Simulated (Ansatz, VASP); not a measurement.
**Cs in VASP and in Ansatz**

File INCAR:

```
SYSTEM = Cs
PREC = Accurate
ENCUT = 520
EDIFF = 1E-7
ISMEAR = 0
SIGMA = 0.1
LREAL = .False.
LASPH = .True.
NELM = 80
ALGO = Normal
ISIF = 2
LWAVE = .False.
LCHARG = .False.
GGA = PS
NBANDS = 16
```

File KPOINTS:

```
Automatic mesh
0
Gamma
  4 4 4
  0 0 0
```

The input POSCAR:

```
Cs
1.0
    0.0000000000      5.2004022391      5.2004022391
    5.2004022391      0.0000000000      5.2004022391
    5.2004022391      5.2004022391      0.0000000000
Cs
2
Direct
    0.5000000000      0.5000000000      0.5000000000
    0.7500000000      0.7500000000      0.7500000000
```

Input for Ansatz:

```yaml
crystal:
  lattice:
    - [0.0, 5.2004022391, 5.2004022391]
    - [5.2004022391, 0.0, 5.2004022391]
    - [5.2004022391, 5.2004022391, 0.0]
  atoms:
    - { symbol: Cs, position: [0.5, 0.5, 0.5] }
    - { symbol: Cs, position: [0.75, 0.75, 0.75] }
basis:
  ecutwfc: 420
kpoints:
  mp_grid: { grid: [4, 4, 4] }
hamiltonian:
  xc: pbesol
scf:
  occupations: { method: gaussian, width: 0.1 }
  lower_state_search: "off"
output:
  forces: true
  stress: true
  eigenvalues: true
```

Alike in both runs: task single point; functional PBEsol; k mesh 4 × 4 × 4; occupations gaussian, width 0.1 eV; no spin polarisation.

|  | VASP | Ansatz |
| --- | --- | --- |
| version | VASP 6.6.1 | Ansatz 0.2.0 |
| potentials or method | VASP PAW PBE potentials, release 64 (Cs_sv) | scalar-relativistic, plane waves, PAW |
| plane-wave cutoff (eV) | 520 | 420 |
| valence electrons in the cell | 18 | 18 |

```tsv
	VASP	Ansatz	Ansatz less VASP
gap on the k mesh at the Fermi level (eV)	none	none	-
pressure (GPa)	0.2	0.2	+0.01
```

A gap of «none» marks a metal or a gap that the smearing closes. The functional is the same, so the differences come from potentials, cutoffs and numerics.

Caveats: the PAW data sets were made with another functional, which shifts forces and pressure a little (VASP). Spin-orbit coupling is left out, which matters for the levels of Cs.
